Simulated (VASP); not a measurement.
# BAs (F-43m) in VASP: further runs

The runs below take BAs through relaxation of the atoms, with PBE+D3(BJ).

Program: VASP 6.6.1. These are calculated values, not measurements. Logs are shortened: lines on timing, memory, paths and dates and some standing lists are left out, and cuts for length are marked.

## Step 1: The undisturbed crystal

It takes space group F-43m (No. 216, cubic). The conventional cell has a = 4.777 Å, b = 4.777 Å, c = 4.777 Å, α = 90.00°, β = 90.00°, γ = 90.00°. B (site symmetry -43m) is surrounded by 4 As at 2.07 Å. As (site symmetry -43m) has 4 B at 2.07 Å as nearest neighbours.

## Step 2: Relaxation of the atoms, PBE+D3(BJ) (a relaxed cell with its volume scaled by 0.96)

File INCAR:

```
SYSTEM = BAs
PREC = Accurate
ENCUT = 600
EDIFF = 1E-7
ISMEAR = 0
SIGMA = 0.03
LREAL = .FALSE.
LASPH = .TRUE.
NELM = 80
ALGO = Normal
ISIF = 2
LWAVE = .FALSE.
LCHARG = .FALSE.
GGA = PE
IVDW = 12
IBRION = 2
NSW = 40
EDIFFG = -0.01
```

File KPOINTS:

```
Automatic mesh
0
G
  10 10 10
  0 0 0
```

File POSCAR:

```
BAs                                     
1.0
    0.0000000000      2.3536119210      2.3536119210
    2.3536119210      0.0000000000      2.3536119210
    2.3536119210      2.3536119210      0.0000000000
  B               As            
     1     1
Direct
     0.0000000000000000    0.0000000000000000    0.0000000000000000
     0.2500000000000000    0.2500000000000000    0.2500000000000000
```

Potentials or basis: VASP PAW PBE potentials, release 64 (B, As).

Command:

```sh
> cat potpaw_PBE.64/B/POTCAR potpaw_PBE.64/As/POTCAR > POTCAR
> mpirun -np 1 vasp_std > vasp.out
```

OUTCAR:

```text
SYSTEM = BAs
   PREC = Accurate
   ENCUT = 600
   EDIFF = 1E-7
   ISMEAR = 0
   LREAL = .FALSE.
   LASPH = .TRUE.
   NELM = 80
   ISIF = 2
   GGA = PE
   IVDW = 12
   IBRION = 2
   NSW = 40
   EDIFFG = -0.01
 IVDW          = 12

 ion  position               nearest neighbor table
   1  0.000  0.000  0.000-   2 2.04   2 2.04   2 2.04   2 2.04
   2  0.250  0.250  0.250-   1 2.04   1 2.04   1 2.04   1 2.04

  LATTYP: Found a face centered cubic cell.
 ALAT       =     4.7072238420

  Lattice vectors:

 A1 = (   0.0000000000,   2.3536119210,   2.3536119210)
 A2 = (   2.3536119210,   0.0000000000,   2.3536119210)
 A3 = (   2.3536119210,   2.3536119210,   0.0000000000)

Analysis of symmetry for initial positions (statically):
=====================================================================
 Subroutine PRICEL returns:
 Original cell was already a primitive cell.

 Routine SETGRP: Setting up the symmetry group for a
 face centered cubic supercell.

 Subroutine GETGRP returns: Found 24 space group operations
 (whereof 24 operations were pure point group operations)
 out of a pool of 48 trial point group operations.

The static configuration has the point symmetry T_d .

Analysis of symmetry for dynamics (positions and initial velocities):
=====================================================================
 Subroutine PRICEL returns:
 Original cell was already a primitive cell.

 Routine SETGRP: Setting up the symmetry group for a
 face centered cubic supercell.

 Subroutine GETGRP returns: Found 24 space group operations
 (whereof 24 operations were pure point group operations)
 out of a pool of 48 trial point group operations.

The dynamic configuration has the point symmetry T_d .

 Subroutine INISYM returns: Found 24 space group operations
 (whereof 24 operations are pure point group operations),
 and found     1 'primitive' translations

----------------------------------------------------------------------------------------

                                     Primitive cell

  volume of cell :      26.0756

  direct lattice vectors                    reciprocal lattice vectors
     0.000000000  2.353611921  2.353611921    -0.212439441  0.212439441  0.212439441
     2.353611921  0.000000000  2.353611921     0.212439441 -0.212439441  0.212439441
     2.353611921  2.353611921  0.000000000     0.212439441  0.212439441 -0.212439441

  length of vectors
     3.328509899  3.328509899  3.328509899     0.367955905  0.367955905  0.367955905

  position of ions in fractional coordinates (direct lattice)
     0.000000000  0.000000000  0.000000000
     0.250000000  0.250000000  0.250000000

  ion indices of the primitive-cell ions
   primitive index   ion index
                 1           1
                 2           2

----------------------------------------------------------------------------------------

 KPOINTS: Automatic mesh

Automatic generation of k-mesh.
 Grid dimensions read from file:
 generate k-points for:   10   10   10

 Generating k-lattice:

  Cartesian coordinates                     Fractional coordinates (reciprocal lattice)
    -0.021243944  0.021243944  0.021243944     0.100000000  0.000000000  0.000000000
     0.021243944 -0.021243944  0.021243944     0.000000000  0.100000000  0.000000000
     0.021243944  0.021243944 -0.021243944     0.000000000  0.000000000  0.100000000

  Length of vectors
     0.036795590  0.036795590  0.036795590

  Shift w.r.t. Gamma in fractional coordinates (k-lattice)
     0.000000000  0.000000000  0.000000000

 Subroutine IBZKPT returns following result:
 ===========================================

 Found     47 irreducible k-points:

 Following reciprocal coordinates:
            Coordinates               Weight
  0.000000  0.000000  0.000000      1.000000
  0.100000  0.000000  0.000000      8.000000
  0.200000  0.000000  0.000000      8.000000
  0.300000  0.000000  0.000000      8.000000
  0.400000  0.000000  0.000000      8.000000
  0.500000  0.000000  0.000000      4.000000
[... 16 lines left out ...]
  0.300000  0.300000  0.000000      6.000000
  0.400000  0.300000  0.000000     24.000000
 [... further k-points ...]
   k-points           NKPTS =     47   k-points in BZ     NKDIM =     47   number of bands    NBANDS=      8
   number of dos      NEDOS =    301   number of ions     NIONS =      2
   total plane-waves  NPLWV =  21952
   dimension x,y,z NGX =    28 NGY =   28 NGZ =   28
   dimension x,y,z NGXF=    56 NGYF=   56 NGZF=   56
   ions per type =               1   1
   NGX,Y,Z   is equivalent  to a cutoff of  13.98, 13.98, 13.98 a.u.
   NGXF,Y,Z  is equivalent  to a cutoff of  27.97, 27.97, 27.97 a.u.
 SYSTEM =  BAs
   PREC   = accura    normal or accurate (medium, high low for compatibility)
   ISTART =      0    job   : 0-new  1-cont  2-samecut
   ICHARG =      2    charge: 1-file 2-atom 10-const
   ISPIN  =      1    spin polarized calculation?
   LNONCOLLINEAR =      F non collinear calculations
   LSORBIT =      F    spin-orbit coupling
   LASPH  =      T    aspherical Exc in radial PAW
   ENCUT  =  600.0 eV  44.10 Ry    6.64 a.u.   6.65  6.65  6.65*2*pi/ulx,y,z
   NELM   =     80;   NELMIN=  2; NELMDL= -5     # of ELM steps
   EDIFF  = 0.1E-06   stopping-criterion for ELM
   LREAL  =      F    real-space projection
   EDIFFG = -.1E-01   stopping-criterion for IOM
   NSW    =     40    number of steps for IOM
   IBRION =      2    ionic relax: 0-MD 1-quasi-New 2-CG
   NFREE  =      1    steps in history (QN), initial steepest desc. (CG)
   ISIF   =      2    stress and relaxation
   ISYM   =      2    0-nonsym 1-usesym 2-fastsym
   POTIM  = 0.5000    time-step for ionic-motion
   TEBEG  =    0.0;   TEEND  =   0.0 temperature during run
   PSTRESS=    0.0 pullay stress
   NELECT =       8.0000    total number of electrons
   NUPDOWN=      -1.0000    fix difference up-down
   EMIN   =  10.00;   EMAX   =-10.00  energy-range for DOS
   EFERMI =   0.00;   METHOD = LEGACY
   ISMEAR =     0;   SIGMA  =   0.03  broadening in eV -4-tet -1-fermi 0-gaus
   EFERMI_NEDOS =   21; number of points for ismear=-14 and -15
   IALGO  =     38    algorithm
   IMIX   =      4    mixing-type and parameters
     AMIX     =   0.40;   BMIX     =  1.00
     AMIX_MAG =   1.60;   BMIX_MAG =  1.00
  volume/ion in A,a.u.               =      13.04        87.98
  Fermi-wavevector in a.u.,A,eV,Ry     =   1.104146  2.086534 16.587395  1.219139
  Thomas-Fermi vector in A             =   2.240615
   LORBIT       =      0    0 simple, 1 ext, 2 COOP (PROOUT), +10 PAW based schemes
   GGA     = PE    functional components
   LHFCALC =     F    Hartree Fock is set to
   AEXX    =    0.0000 exact exchange contribution
   IVDW    =    12    specifies the selected vdW correction
   LEPSILON=     F    determine dielectric tensor
   LRPA    =     F    only Hartree local field effects (RPA)
 conjugate gradient relaxation of ions
 non-spin polarized calculation
 Gauss-broadening in eV      SIGMA  =   0.03
  energy-cutoff  :      600.00
  volume of cell :       26.08
 maximum number of plane-waves:       893
   NGX = 13   NGY = 13   NGZ = 13

 number of electron       8.0000000 magnetization

 Free energy of the ion-electron system (eV)
  ---------------------------------------------------
  ext. energy  EPLUGINS =         0.00000000
  ---------------------------------------------------
  free energy    TOTEN  =       -11.35702076 eV

  energy without entropy =      -11.35702076  energy(sigma->0) =      -11.35702076

 E-fermi :   6.7426     XC(G=0): -10.7766

 val. band max:        6.6221443005   @ k =   0.0000   0.0000   0.0000
 cond. band min:       7.7513337086   @ k =   0.4000   0.4000   0.0000
 fundamental gap:      1.1291894080
 Fermi energy:         6.7426130981

 k-point     1 :       0.0000    0.0000    0.0000
  band No.  band energies     occupation
      1      -9.1897      2.00000
      2       6.6221      2.00000
      3       6.6221      2.00000
      4       6.6221      2.00000
      5       9.9557      0.00000
      6       9.9557      0.00000
      7       9.9557      0.00000
      8      11.8779      0.00000

 k-point     2 :       0.1000    0.0000    0.0000
  band No.  band energies     occupation
      1      -9.0188      2.00000
      2       5.1982      2.00000
      3       6.3049      2.00000
      4       6.3049      2.00000
      5      10.1890      0.00000
      6      10.3722      0.00000
      7      10.3722      0.00000
      8      12.6569      0.00000

 k-point     3 :       0.2000    0.0000    0.0000
  band No.  band energies     occupation
      1      -8.5137      2.00000
      2       2.7596      2.00000
      3       5.7047      2.00000
      4       5.7047      2.00000
      5      10.0490      0.00000
      6      11.1127      0.00000
      7      11.1127      0.00000
      8      14.1705      0.00000

 k-point     4 :       0.3000    0.0000    0.0000
  band No.  band energies     occupation
      1      -7.7093      2.00000
      2       0.3825      2.00000
      3       5.1767      2.00000
      4       5.1767      2.00000
      5       9.8051      0.00000
      6      11.5037      0.00000
      7      11.5037      0.00000
      8      15.3065      0.00000

 k-point     5 :       0.4000    0.0000    0.0000
  band No.  band energies     occupation
      1      -6.7357      2.00000
      2      -1.5800      2.00000
      3       4.8389      2.00000
      4       4.8389      2.00000
      5       9.6363      0.00000
      6      11.5025      0.00000
      7      11.5025      0.00000
      8      15.5946      0.00000

 k-point     6 :       0.5000    0.0000    0.0000
  band No.  band energies     occupation
      1      -6.1536      2.00000
      2      -2.4976      2.00000
      3       4.7241      2.00000
      4       4.7241      2.00000
      5       9.5787      0.00000
      6      11.4525      0.00000
      7      11.4525      0.00000
      8      15.5685      0.00000

 k-point     7 :       0.1000    0.1000    0.0000
  band No.  band energies     occupation
      1      -8.9616      2.00000
      2       5.6560      2.00000
      3       5.7424      2.00000
      4       5.7424      2.00000
      5       9.4325      0.00000
      6      11.0816      0.00000
      7      11.0816      0.00000
      8      12.5597      0.00000
[... 133 lines left out ...]
 k-point    20 :      -0.4000    0.2000    0.0000
  band No.  band energies     occupation
      1      -5.7164      2.00000
      2      -1.9059      2.00000
      3       1.9003      2.00000
      4       4.0014      2.00000
      5       9.7483      0.00000
      6      12.9660      0.00000
      7      13.2639      0.00000
      8      15.9598      0.00000

 k-point    21 :      -0.3000    0.2000    0.0000
  band No.  band energies     occupation
      1      -6.5167      2.00000
      2      -0.6229      2.00000
      3       1.8132      2.00000
      4       4.5805      2.00000
      5      10.2464      0.00000
      6      12.6953      0.00000
      7      13.0349      0.00000
      8      15.0067      0.00000

 k-point    22 :      -0.2000    0.2000    0.0000
  band No.  band energies     occupation
      1      -7.4342      2.00000
      2       1.0319      2.00000
      3       2.3593      2.00000
      4       5.2746      2.00000
      5      10.7177      0.00000
      6      11.8583      0.00000
      7      12.8147      0.00000
      8      13.8559      0.00000

 k-point    23 :       0.3000    0.3000    0.0000
  band No.  band energies     occupation
      1      -7.1899      2.00000
      2       1.3484      2.00000
      3       3.2817      2.00000
      4       3.2817      2.00000
      5       7.9873      0.00000
      6      10.2964      0.00000
      7      15.3591      0.00000
      8      15.3591      0.00000

 k-point    24 :       0.4000    0.3000    0.0000
  band No.  band energies     occupation
      1      -6.4238      2.00000
      2       0.0443      2.00000
      3       2.4594      2.00000
      4       2.9731      2.00000
      5       8.2943      0.00000
      6      10.0286      0.00000
      7      15.7789      0.00000
      8      15.9832      0.00000

 [... further k-points ...]

------------------------ aborting loop because EDIFF is reached ----------------------------------------

 Edisp (eV)   -0.68958

 E8    (eV) :    -0.2739

  FORCE on cell =-STRESS in cart. coord.  units (eV):
  Direction    XX          YY          ZZ          XY          YZ          ZX
  --------------------------------------------------------------------------------------
  -------------------------------------------------------------------------------------
  Total       1.01309     1.01309     1.01309    -0.00000     0.00000    -0.00000
  in kB      62.24760    62.24760    62.24760    -0.00000     0.00000    -0.00000
  external pressure =       62.25 kB  Pullay stress =        0.00 kB

 VOLUME and BASIS-vectors are now :
 -----------------------------------------------------------------------------
  energy-cutoff  :      600.00
  volume of cell :       26.08
      direct lattice vectors                 reciprocal lattice vectors
     0.000000000  2.353611921  2.353611921    -0.212439441  0.212439441  0.212439441
     2.353611921  0.000000000  2.353611921     0.212439441 -0.212439441  0.212439441
     2.353611921  2.353611921  0.000000000     0.212439441  0.212439441 -0.212439441

 POSITION                                       TOTAL-FORCE (eV/Angst)
 -----------------------------------------------------------------------------------
      0.00000      0.00000      0.00000        -0.000000     -0.000000     -0.000000
      1.17681      1.17681      1.17681         0.000000      0.000000      0.000000
 -----------------------------------------------------------------------------------
    total drift:                               -0.000000     -0.000000     -0.000000

  FREE ENERGIE OF THE ION-ELECTRON SYSTEM (eV)
  ---------------------------------------------------
  free  energy   TOTEN  =       -12.0466051743 eV

  energy  without entropy=      -12.0466051743  energy(sigma->0) =      -12.04660517

 reached required accuracy - stopping structural energy minimisation
```

Wall time 6.2 s (1 thread of Intel Xeon 6975P-C (Granite Rapids), shared host); peak memory 0.17 GiB.

What came out:

```
Free energy                : -12.0466 eV
Pressure after relaxing    : 6.2 GPa
Band gap on the k mesh     : 1.13 eV, indirect (least direct gap 3.33 eV)
Dispersion energy per atom : -0.345 eV
```

Final structure:
```
B As
1.0
     0.00000    2.35361    2.35361
     2.35361    0.00000    2.35361
     2.35361    2.35361    0.00000
B As
1 1
Direct
  0.00000 0.00000 0.00000
  0.25000 0.25000 0.25000
```

Caveat: the relaxation stopped at its first step, so nothing moved.

## Step 3: Relaxation of the atoms, PBE+D3(BJ) (a relaxed cell with its volume scaled by 0.98)

INCAR is that of step 2.

KPOINTS is that of step 2.

File POSCAR:

```
BAs                                     
1.0
    0.0000000000      2.3698442403      2.3698442403
    2.3698442403      0.0000000000      2.3698442403
    2.3698442403      2.3698442403      0.0000000000
  B               As            
     1     1
Direct
     0.0000000000000000    0.0000000000000000    0.0000000000000000
     0.2500000000000000    0.2500000000000000    0.2500000000000000
```

Potentials or basis: VASP PAW PBE potentials, release 64 (B, As).

Command:

```sh
> cat potpaw_PBE.64/B/POTCAR potpaw_PBE.64/As/POTCAR > POTCAR
> mpirun -np 1 vasp_std > vasp.out
```

Wall time 6.1 s (1 thread of Intel Xeon 6975P-C (Granite Rapids), shared host); peak memory 0.17 GiB.

Results (log left out):

```yaml
Free_energy: -12.0622 eV
Pressure_after_relaxing: 3.0 GPa
Band_gap_on_the_k_mesh: 1.15 eV, indirect (least direct gap 3.31 eV)
Dispersion_energy_per_atom: -0.338 eV
```

Final structure:
```
CELL_PARAMETERS angstrom
0.00000 2.36984 2.36984
2.36984 0.00000 2.36984
2.36984 2.36984 0.00000
ATOMIC_POSITIONS crystal
B 0.00000 0.00000 0.00000
As 0.25000 0.25000 0.25000
```

Levels at points of the mesh, in eV from the valence-band top:
```
           k point  band 2  band 3  band 4  band 5  band 6  band 7
(0.00, 0.00, 0.00)    0.00    0.00    0.00    3.31    3.31    3.31
(0.50, 0.00, 0.00)   -8.96   -1.86   -1.86    2.83    4.81    4.81
(0.50, 0.50, 0.00)   -8.66   -4.18   -4.18    1.40    1.42   11.59
```

Caveat: the relaxation stopped at its first step, so nothing moved. A k mesh can miss the band edges.
